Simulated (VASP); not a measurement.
Write the native input for VASP 6.6.1 that does the following.

```yaml
Task: band structure
Functional: r2SCAN
Potentials_or_basis: VASP PAW PBE potentials, release 64 (Cu, Cl)
Cutoff: 520 eV
k_mesh: 10 × 10 × 10
Occupations: gaussian, width 0.03 eV
Spin: no spin polarisation
Further_INCAR_settings: ALGO = Normal; EDIFF = 1e-06; NBANDS = 16
```

The structure of CuCl (Nantokite) lies in POSCAR:

```
CuCl                                    
1.0
    0.0000000000      2.6497729766      2.6497729766
    2.6497729766      0.0000000000      2.6497729766
    2.6497729766      2.6497729766      0.0000000000
  Cu              Cl            
     1     1
Direct
     0.0000000000000000    0.0000000000000000    0.0000000000000000
     0.2500000000000000    0.2500000000000000    0.2500000000000000
```

These files were run (other wordings do the same):

INCAR

```
SYSTEM = CuCl
PREC = Accurate ; ENCUT = 520
EDIFF = 1E-6 ; ISMEAR = 0
SIGMA = 0.03 ; LREAL = .FALSE.
LASPH = .TRUE. ; NELM = 80
ALGO = Normal ; ISIF = 2
LWAVE = .FALSE. ; LCHARG = .FALSE.
LMAXMIX = 4 ; METAGGA = R2SCAN
LMIXTAU = .TRUE. ; NBANDS = 16
```

KPOINTS

```
regular mesh
0
G
  10 10 10
  0 0 0
```

KPOINTS_OPT

```
explicit points
202
Reciprocal
 0.0000000000  0.0000000000  0.0000000000 1
 0.0555555556  0.0000000000  0.0555555556 1
 0.1111111111  0.0000000000  0.1111111111 1
 0.1666666667  0.0000000000  0.1666666667 1
 0.2222222222  0.0000000000  0.2222222222 1
 0.2777777778  0.0000000000  0.2777777778 1
[... 194 lines left out ...]
 0.5106462100  0.0212924200  0.5106462100 1
 0.4893537900 -0.0212924200  0.4893537900 1
```

Potentials or basis: VASP PAW PBE potentials, release 64 (Cu, Cl).

Launch:

```bash
$ cat potpaw_PBE.64/Cu/POTCAR potpaw_PBE.64/Cl/POTCAR > POTCAR
$ mpirun -np 1 vasp_std > vasp.out
```

Results of the run:

```json
{
 "Pressure": "2.1 GPa",
 "Band gap on the k mesh": "1.03 eV, direct",
 "Band gap along the path": "1.03 eV, direct"
}
```

Caveat: the PAW data sets were made with another functional, which shifts forces and pressure a little.

Run time: 3.6 min on 1 thread of AMD EPYC 9R45 (Zen 5) (shared host), peak memory 0.16 GiB.
